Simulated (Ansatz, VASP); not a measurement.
One calculation of MgO (dscan), two programs

POSCAR

```
MgO
1.0
    0.0000000000      2.1245000000      2.1245000000
    2.1245000000      0.0000000000      2.1245000000
    2.1245000000      2.1245000000      0.0000000000
Mg O
1 1
Direct
    0.0000000000      0.0000000000      0.0000000000
    0.5000000000      0.5000000000      0.5000000000
```

File INCAR.step1:

```
ALGO = Normal
EDIFF = 1E-4
ENCUT = 600
GGA = PE
ISMEAR = 0
LASPH = True
LCHARG = False
LREAL = False
LWAVE = True
NELM = 80
PREC = Accurate
SIGMA = 0.02
```

Contents of INCAR.step2:

```
ALGO = Normal
EDIFF = 1E-6
EDIFFG = -0.002
ENCUT = 600
IBRION = 2
ISIF = 3
ISMEAR = 0
ISTART = 1
LASPH = True
LCHARG = False
LMIXTAU = True
LREAL = False
LWAVE = False
METAGGA = R2SCAN
NELM = 80
NSW = 100
PREC = Accurate
SIGMA = 0.02
```

Contents of KPOINTS:

```
k-points
0
Gamma
  8 8 8
```

Input for Ansatz:

```yaml
crystal:
  lattice:
    - [0.0, 2.1245, 2.1245]
    - [2.1245, 0.0, 2.1245]
    - [2.1245, 2.1245, 0.0]
  atoms:
    - { symbol: Mg, position: [0.0, 0.0, 0.0] }
    - { symbol: O, position: [0.5, 0.5, 0.5] }
basis:
  ecutwfc: 500
kpoints:
  mp_grid: { grid: [8, 8, 8] }
hamiltonian:
  xc: r2scan
  pseudopotentials: { kind: paw, azcp: { folder: soft_1 } }
scf:
  occupations: { method: gaussian, width: 0.02 }
output:
  forces: true
  stress: true
  eigenvalues: true
relax:
  adjacent_minimum: "off"
  f_tol: 0.002
  max_steps: 80
  cell: { stress_tol: 0.02 }
```

Alike in both runs: task relaxation of cell and atoms; functional r2SCAN; k mesh 8 × 8 × 8; occupations gaussian, width 0.02 eV; no spin polarisation.

```csv
,VASP,Ansatz
version,VASP 6.6.1,Ansatz 0.2.0
potentials or method,"VASP PAW PBE potentials, release 64 (Mg, O)","scalar-relativistic, plane waves, PAW"
plane-wave cutoff (eV),600,500
valence electrons in the cell,8,16
```

Ansatz gave:

| Item | Value |
| --- | --- |
| gap on the k mesh at the Fermi level, each at its own relaxed structure (eV) | 5.68 |
| relaxed volume (Å³/atom) | 9.31 |
| relaxed cell length with the largest relative difference (Å) | 2.975 |
| energy change over the relaxation (meV/atom) | -4 |

Task: Which values does VASP return?

Result: gap on the k mesh at the Fermi level, each at its own relaxed structure (eV): 5.75; relaxed volume (Å³/atom): 9.21; relaxed cell length with the largest relative difference (Å): 2.965; energy change over the relaxation (meV/atom): -8.

The two sets of potentials don't hold the same shells in valence.

Caveats: the PAW data sets were made with another functional, which shifts forces and pressure a little (VASP). r2SCAN opens gaps a little over a GGA but as a rule still falls short of measured ones.
